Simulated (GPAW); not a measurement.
**MoS2 in GPAW: the effect of Hubbard term**

The system is MoS2.

```xyz
6
Lattice="3.1690 0.0000 0.0000 -1.5845 2.7444 0.0000 0.0000 0.0000 12.3240" Properties=species:S:1:pos:R:3 pbc="T T T"
Mo    1.5845    0.9148    9.2430
Mo    0.0000    1.8296    3.0810
S     1.5845    0.9148    4.6461
S     0.0000    1.8296   10.8081
S     1.5845    0.9148    1.5159
S     0.0000    1.8296    7.6779
```

Alike in all runs:

```yaml
Program: GPAW 26.7.0
Task: dielectric tensor
Functional: PBE
Potentials_or_basis: GPAW PAW data sets (gpaw-data 1.2.1)
Cutoff: 450 eV
Basis: pw
k_mesh: 8 × 8 × 2
Occupations: fermi-dirac, width 0.001 eV
Spin: no spin polarisation
Response_ecut: 80 eV
Maxiter: 150
Response_k_mesh: 12 × 12 × 3
Response_bands: 74
Kernels: "[\"RPA\"]"
Coarser_k_mesh: 12 × 12 × 3
```

```csv
Hubbard term,gap on the mesh (eV),dielectric constant (mean)
none,0.97,11.01
Mo d U = 2.0 eV,1.01,11.01
Mo d U = 4.0 eV,?,?
Mo d U = 6.0 eV,0.93,10.95
```

Q: What does the run with Hubbard term Mo d U = 4.0 eV give?

A: gap on the mesh 1.11 eV; dielectric constant 11.10 mean.

Worked out: The gap on the mesh follows no smooth curve through the other rows. A straight line through the other rows of the dielectric constant, of slope -0.0107  per eV, gives 10.98 , against the run's 11.10.

Caveats: the long-wavelength limit can be off by several per cent where d states take part; an odd mesh through Γ misses points on the zone boundary, where band edges often lie; response on these states lacks terms of the Hamiltonian (some runs).
